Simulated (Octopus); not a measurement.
# CdTe (F-43m) in Octopus: equation of state

How stiff is CdTe in PBEsol, and what volume does it want? The cell is scaled to several volumes.

Everything below comes from runs of Octopus 16.4. Logs are shortened: lines on timing, memory, paths and dates and some standing lists are left out, and cuts for length are marked.

## Step 1: Starting point

It takes space group F-43m (No. 216, cubic). The conventional cell has a = 6.410 Å, b = 6.410 Å, c = 6.410 Å, α = 90.00°, β = 90.00°, γ = 90.00°. Around Te (site symmetry -43m) lie 4 Cd at 2.78 Å. Cd (site symmetry -43m) has 4 Te at 2.78 Å as nearest neighbours.

## Step 2: Equation of state, PBEsol, 32.92 Å³/atom

The input, inp:

```
CalculationMode = gs
UnitsOutput = eV_Angstrom
PeriodicDimensions = 3
ExperimentalFeatures = yes
PseudopotentialSet = pseudodojo_pbesol
%LatticeParameters
 1*angstrom | 1*angstrom | 1*angstrom
%
%LatticeVectors
 0 | 3.205 | 3.205
 3.205 | 0 | 3.205
 3.205 | 3.205 | 0
%
%ReducedCoordinates
 "Te" | 0.75 | 0.75 | 0.75
 "Cd" | 0 | 0 | 0
%
%Spacing
 0.11927775*angstrom | 0.11927775*angstrom | 0.11927775*angstrom
%
DerivativesOrder = 8
%KPointsGrid
 7 | 7 | 7
%
KPointsUseSymmetries = yes
XCFunctional = gga_x_pbe_sol + gga_c_pbe_sol
SmearingFunction = fermi_dirac
Smearing = 0.05*eV
ExtraStates = 6
Eigensolver = chebyshev_filter
ConvRelDens = 3e-7
MaximumIter = 120
%Output
 density | cube
 elf | cube
 potential | cube
%
```

Potentials or basis: pseudodojo_pbesol (PseudoDojo 0.4, PBEsol).

Started as:

```bash
> OMP_NUM_THREADS=1 octopus > out.log
```

out.log:

```text
Running octopus

[... 13 lines left out ...]

Input: [AllElectronType = no]
Input: [PseudopotentialSet = pseudodojo_pbesol]
Reading Coordinates from ReducedCoordinates block

****************************** Species *******************************
  Species 'Te'
    type             : pseudopotential
    file             : 'Te.upf'
    file format      : UPF2
    valence charge   : 16.0
    atomic number    :  52
    form on file     : kleinman-bylander
    lmax             : 2
    llocal           : -1
    projectors per l : 2
    total projectors : 6
    application form : kleinman-bylander
    orbitals         :  9
    bound orbitals   :  9

  Species 'Cd'
    type             : pseudopotential
    file             : 'Cd.upf'
    file format      : UPF2
    valence charge   : 20.0
    atomic number    :  48
    form on file     : kleinman-bylander
    lmax             : 2
    llocal           : -1
    projectors per l : 2
    total projectors : 6
    application form : kleinman-bylander
    orbitals         : 10
    bound orbitals   : 10

**********************************************************************

***************************** Symmetries *****************************
Space group No.  216
International: F-43m
Schoenflies: Td^2
Info: The system has    24 symmorphic symmetries that can be used.
  Index                Rotation matrix                      Fractional translations
    1 :     1   0   0     0   1   0     0   0   1      0.000000    0.000000    0.000000
    2 :     0   0  -1     1   0  -1     0   1  -1      0.000000    0.000000    0.000000
    3 :     0  -1   1     0  -1   0     1  -1   0      0.000000    0.000000    0.000000
    4 :    -1   1   0    -1   0   1    -1   0   0      0.000000    0.000000    0.000000
    5 :    -1   0   0    -1   0   1    -1   1   0      0.000000    0.000000    0.000000
    6 :     1  -1   0     0  -1   0     0  -1   1      0.000000    0.000000    0.000000
[... 16 lines left out ...]
   23 :     1   0  -1     0   0  -1     0   1  -1      0.000000    0.000000    0.000000
   24 :     0  -1   1     1  -1   0     0  -1   0      0.000000    0.000000    0.000000
Info: The system also has     0 nonsymmorphic symmetries (not used for electrons).
**********************************************************************

Input: [CurvMethod = curv_affine]
Input: [DerivativesStencil = stencil_stargeneral]

****************************** Lattice *******************************
  Lattice Vectors [A]
    0.000000    3.205000    3.205000
    3.205000    0.000000    3.205000
    3.205000    3.205000    0.000000
  Cell volume =            65.8437 [A^3]
  Reciprocal-Lattice Vectors [A^-1]
   -0.980216    0.980216    0.980216
    0.980216   -0.980216    0.980216
    0.980216    0.980216   -0.980216
  Cell angles [degree]
    alpha =   60.000
    beta  =   60.000
    gamma =   60.000
**********************************************************************

Checking if the generated full k-point grid is symmetric

    20 k-points generated from parameters :
 ---------------------------------------------------
    n =    7    7    7

    s1  =  0.50  0.50  0.50

   index |      weight  |             coordinates              |
       1 |     0.002915 |    0.000000    0.000000    0.000000  |
       2 |     0.023324 |    0.142857    0.000000    0.000000  |
       3 |     0.017493 |    0.142857    0.142857    0.000000  |
       4 |     0.034985 |   -0.142857    0.142857    0.000000  |
       5 |     0.069971 |   -0.142857    0.142857    0.142857  |
       6 |     0.023324 |    0.285714    0.000000    0.000000  |
[... 12 lines left out ...]
      19 |     0.017493 |    0.428571    0.428571    0.000000  |
      20 |     0.034985 |   -0.428571    0.428571    0.000000  |

Input: [SmearingFunction = fermi_dirac]
Input: [SymmetrizeDensity = yes]

******************************* States *******************************
Total electronic charge  =       36.000
Number of states         =       24
States block-size        =        4
**********************************************************************
[... 5 lines left out ...]
Simulation Box:
  Type = parallelepiped
  Lengths [A] = (   4.533,   4.533,   4.533)
Main mesh:
  Spacing [A] = ( 0.119, 0.119, 0.119)    volume/point [A^3] =      0.00120
  # inner mesh =      54872
  # total mesh =     139752
  Grid Cutoff [eV] =  2643.040211    Grid Cutoff [Ry] =   194.259890
**********************************************************************

Input: [StatesPack = yes]
Input: [StatesOrthogonalization = cholesky_serial]

**************************** Theory Level ****************************
Input: [TheoryLevel = kohn_sham]

Exchange-correlation:
  Exchange
    Perdew, Burke & Ernzerhof SOL (GGA)
    [1] J. P. Perdew, A. Ruzsinszky, G. I. Csonka, O. A. Vydrov, G. E. Scuseria, L. A. Constantin, X. Zhou, and K. Burke.,  Phys. Rev. Lett. 100, 136406 (2008)
  Correlation
    Perdew, Burke & Ernzerhof SOL (GGA)
    [1] J. P. Perdew, A. Ruzsinszky, G. I. Csonka, O. A. Vydrov, G. E. Scuseria, L. A. Constantin, X. Zhou, and K. Burke.,  Phys. Rev. Lett. 100, 136406 (2008)

**********************************************************************
[... 5 lines left out ...]
**********************************************************************

Info: FFT grid dimensions       = 38 x 38 x 38
      Total grid size           = 54872 (      0.4 MiB )
      Inefficient FFT grid. A better grid would be: 40 40 40
Input: [FilterPotentials = filter_TS]
Info: Pseudopotential for Te
  Radii for localized parts:
    local part     =  1.2 A
    non-local part =  1.5 A
    orbitals       =  5.1 A

Info: Pseudopotential for Cd
  Radii for localized parts:
    local part     =  1.3 A
    non-local part =  1.1 A
    orbitals       =  5.4 A

Input: [RelativisticCorrection = non_relativistic]
[... 11 lines left out ...]
      Block       2 contains       4 states:       5 -       8
      Block       3 contains       4 states:       9 -      12
      Block       4 contains       4 states:      13 -      16
      Block       5 contains       4 states:      17 -      20
      Block       6 contains       4 states:      21 -      24
Info: Ground-state allocation done.
Info: Could not find 'restart/gs' directory for restart.
[... 18 lines left out ...]
** Warning:
**   Cannot do LCAO for all states because there are not enough atomic orbitals.
**   Required: 24. Available: 19. 5 orbitals will be randomized.

Info: Unnormalized total charge =     36.007048
Info: Renormalized total charge =     36.000000
Info: Setting up Hamiltonian.
Info: Performing initial LCAO calculation with     19 orbitals.
Info: Getting Hamiltonian matrix elements.

Eigenvalues [eV]
 #st  Spin   Eigenvalue      Occupation
#k =       1, k = (  0.000000,  0.000000,  0.000000)
   1   --   -98.401545       2.000000
   2   --   -59.513808       2.000000
   3   --   -59.513808       2.000000
   4   --   -59.513645       2.000000
   5   --   -34.150191       2.000000
   6   --   -34.150191       2.000000
[... 11 lines left out ...]
  18   --     2.420167       2.000000
  19   --     3.747555       2.000000
#k =       2, k = (  0.142857,  0.000000,  0.000000)
   1   --   -98.346114       2.000000
   2   --   -59.497027       2.000000
   3   --   -59.496883       2.000000
   4   --   -59.388673       2.000000
   5   --   -33.793104       2.000000
   6   --   -33.792933       2.000000
[... 11 lines left out ...]
  18   --     2.675996       2.000000
  19   --     5.016608       2.000000
[... 18 further k-points ...]
Fermi energy =     7.254399 eV
Generating random wavefunctions for states       20 and above
Orthogonalizing wavefunctions.
Info: Ground-state restart information will be written to 'restart/gs'.
Info: SCF using complex wavefunctions.
Info: Starting SCF iteration.

** Warning:
**   Symmetrization discrepancy ratio (scalar) =  8.64414E-03

*********************** SCF CYCLE ITER #    1 ************************
 etot  = -7.59357683E+03 abs_ev   =  1.29E+02 rel_ev   =  1.34E-01
 ediff =        2.79E+02 abs_dens =  1.05E+00 rel_dens =  2.91E-02
Matrix vector products: 500
Converged eigenvectors: 1

#  State  KPoint  Eigenvalue [eV]  Occupation    Error
      1       1      -98.403155    2.000000   ( 1.9E-08)
      1       2      -98.403154    2.000000   ( 1.7E-06)
      1       3      -98.403154    2.000000   ( 7.6E-07)
      1       4      -98.403154    2.000000   ( 2.8E-06)
      1       5      -98.403154    2.000000   ( 3.9E-06)
      1       6      -98.403154    2.000000   ( 3.7E-06)
      1      10      -98.403153    2.000000   ( 3.3E-06)
      1       7      -98.403153    2.000000   ( 1.9E-06)

  [output of 343 eigenvalues skipped: maximum error = 3.9E-02]
[... 21 lines left out ...]
     24      13       14.596719    0.000000   ( 1.4E-01)
     24      10       14.836964    0.000000   ( 1.0E-01)
     24      18       14.925212    0.000000   ( 1.1E-01)
     24      20       14.952500    0.000000   ( 1.5E-01)
     24      19       15.376496    0.000000   ( 1.1E-01)
     24      17       15.559660    0.000000   ( 1.2E-01)
     24       5       15.646684    0.000000   ( 1.4E-01)
     24      14       16.005663    0.000000   ( 1.5E-01)

Density of states:

---------------------------------------%------------------------------
---------------------------------------%------------------------------
---------------------------------------%------------------------------
---------------------------------------%------------------------------
-----------------------%---------------%-----------------%------------
-----------------------%---------------%-----------------%------------
-----------------------%---------------%----------------%%------------
-----------------------%---------------%----------------%%--%---------
%----------------------%---------------%--------------%-%%-%%--%%%%%--
%----------------------%---------------%--------------%-%%%%%--%%%%%%-
                                                             ^

Fermi energy =     2.875771 eV

**********************************************************************

** Warning:
**   Symmetrization discrepancy ratio (scalar) =  8.15361E-03

*********************** SCF CYCLE ITER #    2 ************************
 etot  = -7.61247613E+03 abs_ev   =  7.06E+00 rel_ev   =  7.31E-03
 ediff =        6.95E-01 abs_dens =  3.25E-01 rel_dens =  9.03E-03
Matrix vector products: 500
Converged eigenvectors: 0

[... levels of this cycle ...]

Fermi energy =     2.958395 eV
[... 159 lines left out ...]
*********************** SCF CYCLE ITER #   16 ************************
 etot  = -7.61688344E+03 abs_ev   =  3.54E-05 rel_ev   =  3.66E-08
 ediff =        2.87E-05 abs_dens =  1.01E-05 rel_dens =  2.82E-07
Matrix vector products: 500
Converged eigenvectors: 20

#  State  KPoint  Eigenvalue [eV]  Occupation    Error
      1       1      -99.537097    2.000000   ( 1.7E-08)
      1       2      -99.537097    2.000000   ( 2.1E-08)
      1       3      -99.537097    2.000000   ( 2.0E-08)
      1       4      -99.537096    2.000000   ( 2.2E-08)
      1       5      -99.537096    2.000000   ( 2.2E-08)
      1       6      -99.537096    2.000000   ( 1.4E-08)
      1      10      -99.537096    2.000000   ( 1.7E-08)
      1       7      -99.537096    2.000000   ( 1.3E-08)

  [output of 343 eigenvalues skipped: maximum error = 2.4E-06]
[... 21 lines left out ...]
     24      13       12.690657    0.000000   ( 9.5E-03)
     24      17       12.872463    0.000000   ( 9.3E-03)
     24       9       13.133593    0.000000   ( 1.5E-02)
     24      20       13.228561    0.000000   ( 7.4E-03)
     24      10       13.329600    0.000000   ( 2.4E-02)
     24      19       13.453586    0.000000   ( 6.8E-03)
     24      18       13.580791    0.000000   ( 1.4E-02)
     24      14       13.684658    0.000000   ( 1.9E-02)

Density of states:

----------------------------------------%-----------------------------
----------------------------------------%----------------%------------
----------------------------------------%----------------%------------
----------------------------------------%----------------%------------
------------------------%---------------%----------------%------------
------------------------%---------------%----------------%------------
------------------------%---------------%----------------%------------
------------------------%---------------%----------------%---%----%---
%-----------------------%---------------%---------------%%--%%--%%%%%-
%-----------------------%---------------%---------------%%%-%%%-%%%%%%
                                                              ^

Fermi energy =     2.984165 eV

**********************************************************************

Info: SCF converged in   16 iterations

** Warning:
**   Some of the states are not fully converged!

Info: Number of matrix-vector products:       8000
Info: Writing output to static/

Info: Finished writing information to 'restart/gs'.

Octopus emitted 20 warnings.
```

Wall time 7.3 min (1 thread of Intel Xeon 6975P-C (Granite Rapids), shared host); peak memory 1.2 GiB.

What came out:

```yaml
Free_energy: -7616.8844 eV
Band_gap_on_the_k_mesh: 0.76 eV, direct
```

Caveat: spin-orbit coupling is left out, which moves the levels of the heavy elements.

## Step 3: Equation of state, PBEsol, 32.26 Å³/atom (volume scaled by 0.98)

Changes to inp since step 2:

```diff
@@ -9,5 +9,5 @@
 %LatticeVectors
- 0 | 3.205 | 3.205
- 3.205 | 0 | 3.205
- 3.205 | 3.205 | 0
+ 0 | 3.1834892848 | 3.1834892848
+ 3.1834892848 | 0 | 3.1834892848
+ 3.1834892848 | 3.1834892848 | 0
 %
@@ -18,3 +18,3 @@
 %Spacing
- 0.11927775*angstrom | 0.11927775*angstrom | 0.11927775*angstrom
+ 0.11847720*angstrom | 0.11847720*angstrom | 0.11847720*angstrom
 %
@@ -32,6 +32 @@
 MaximumIter = 120
-%Output
- density | cube
- elf | cube
- potential | cube
-%
```

Potentials or basis: pseudodojo_pbesol (PseudoDojo 0.4, PBEsol).

Started as:

```bash
> OMP_NUM_THREADS=1 octopus > out.log
```

It took 7.2 min on 1 thread of Intel Xeon 6975P-C (Granite Rapids), shared host; peak memory 1.2 GiB.

Results (log left out):

* Free energy: -7616.8741 eV
* Band gap on the k mesh: 0.82 eV, direct

Caveat: spin-orbit coupling is left out, which moves the levels of the heavy elements.

## Step 4: Equation of state, PBEsol, 33.58 Å³/atom (volume scaled by 1.02)

Changes to inp since step 3:

```diff
@@ -9,5 +9,5 @@
 %LatticeVectors
- 0 | 3.1834892848 | 3.1834892848
- 3.1834892848 | 0 | 3.1834892848
- 3.1834892848 | 3.1834892848 | 0
+ 0 | 3.2262257841 | 3.2262257841
+ 3.2262257841 | 0 | 3.2262257841
+ 3.2262257841 | 3.2262257841 | 0
 %
@@ -18,3 +18,3 @@
 %Spacing
- 0.11847720*angstrom | 0.11847720*angstrom | 0.11847720*angstrom
+ 0.12006769*angstrom | 0.12006769*angstrom | 0.12006769*angstrom
 %
```

Started as:

```bash
> OMP_NUM_THREADS=1 octopus > out.log
```

Wall time 9.5 min (1 thread of Intel Xeon 6975P-C (Granite Rapids), shared host); peak memory 1.2 GiB.

The run converged. Its results:

| Item | Value |
| --- | --- |
| Free energy | -7616.8866 eV |
| Band gap on the k mesh | 0.70 eV, direct |

Caveat: spin-orbit coupling is left out, which moves the levels of the heavy elements.

## Step 5: Equation of state, PBEsol, 31.60 Å³/atom (volume scaled by 0.96)

Changes to inp since step 4:

```diff
@@ -9,5 +9,5 @@
 %LatticeVectors
- 0 | 3.2262257841 | 3.2262257841
- 3.2262257841 | 0 | 3.2262257841
- 3.2262257841 | 3.2262257841 | 0
+ 0 | 3.1616838793 | 3.1616838793
+ 3.1616838793 | 0 | 3.1616838793
+ 3.1616838793 | 3.1616838793 | 0
 %
@@ -18,3 +18,3 @@
 %Spacing
- 0.12006769*angstrom | 0.12006769*angstrom | 0.12006769*angstrom
+ 0.11766569*angstrom | 0.11766569*angstrom | 0.11766569*angstrom
 %
```

Started as:

```bash
> OMP_NUM_THREADS=1 octopus > out.log
```

It took 6.8 min on 1 thread of Intel Xeon 6975P-C (Granite Rapids), shared host; peak memory 1.2 GiB.

It converged, with:

- Free energy: -7616.8519 eV
- Band gap on the k mesh: 0.88 eV, direct

Caveat: spin-orbit coupling is left out, which moves the levels of the heavy elements.

## Step 6: Equation of state, PBEsol, 34.24 Å³/atom (volume scaled by 1.04)

Changes to inp since step 5:

```diff
@@ -9,5 +9,5 @@
 %LatticeVectors
- 0 | 3.1616838793 | 3.1616838793
- 3.1616838793 | 0 | 3.1616838793
- 3.1616838793 | 3.1616838793 | 0
+ 0 | 3.2471758892 | 3.2471758892
+ 3.2471758892 | 0 | 3.2471758892
+ 3.2471758892 | 3.2471758892 | 0
 %
@@ -18,3 +18,3 @@
 %Spacing
- 0.11766569*angstrom | 0.11766569*angstrom | 0.11766569*angstrom
+ 0.12084737*angstrom | 0.12084737*angstrom | 0.12084737*angstrom
 %
```

Potentials or basis: pseudodojo_pbesol (PseudoDojo 0.4, PBEsol).

Started as:

```bash
> OMP_NUM_THREADS=1 octopus > out.log
```

Wall time 6.5 min (1 thread of Intel Xeon 6975P-C (Granite Rapids), shared host); peak memory 1.2 GiB.

It converged, with:

| Quantity | Value |
| --- | --- |
| Free energy | -7616.8819 eV |
| Band gap on the k mesh | 0.64 eV, direct |

Caveat: spin-orbit coupling is left out, which moves the levels of the heavy elements.

## Step 7: Equation of state, PBEsol, 30.95 Å³/atom (volume scaled by 0.94)

Changes to inp since step 6:

```diff
@@ -9,5 +9,5 @@
 %LatticeVectors
- 0 | 3.2471758892 | 3.2471758892
- 3.2471758892 | 0 | 3.2471758892
- 3.2471758892 | 3.2471758892 | 0
+ 0 | 3.1395734784 | 3.1395734784
+ 3.1395734784 | 0 | 3.1395734784
+ 3.1395734784 | 3.1395734784 | 0
 %
@@ -18,3 +18,3 @@
 %Spacing
- 0.12084737*angstrom | 0.12084737*angstrom | 0.12084737*angstrom
+ 0.11684283*angstrom | 0.11684283*angstrom | 0.11684283*angstrom
 %
```

Started as:

```bash
> OMP_NUM_THREADS=1 octopus > out.log
```

It took 7.3 min on 1 thread of Intel Xeon 6975P-C (Granite Rapids), shared host; peak memory 1.2 GiB.

The run converged. Its results:

| Property | Result |
| --- | --- |
| Free energy | -7616.8181 eV |
| Band gap on the k mesh | 0.94 eV, direct |

Caveat: spin-orbit coupling is left out, which moves the levels of the heavy elements.

## Step 8: Equation of state, PBEsol

Potentials or basis: pseudodojo_pbesol (PseudoDojo 0.4, PBEsol).

No new run: the results of the series are fitted here.

What came out:

```yaml
Equilibrium_volume: "33.43 Å³/atom (rough: see the caveat)"
Bulk_modulus: 46 GPa (rough)
```

Energy against volume, from the lowest point:
| volume (Å³/atom) | energy (meV/atom) |
| --- | --- |
| 30.947 | 34.29 |
| 31.605 | 17.37 |
| 32.263 | 6.26 |
| 32.922 | 1.14 |
| 33.580 | 0.00 |
| 34.239 | 2.39 |

Caveat: the fit is doubtful: noisy points or a state that changes with volume; the number of grid points is fixed, so the spacing changes with the cell, which shifts volumes and moduli.
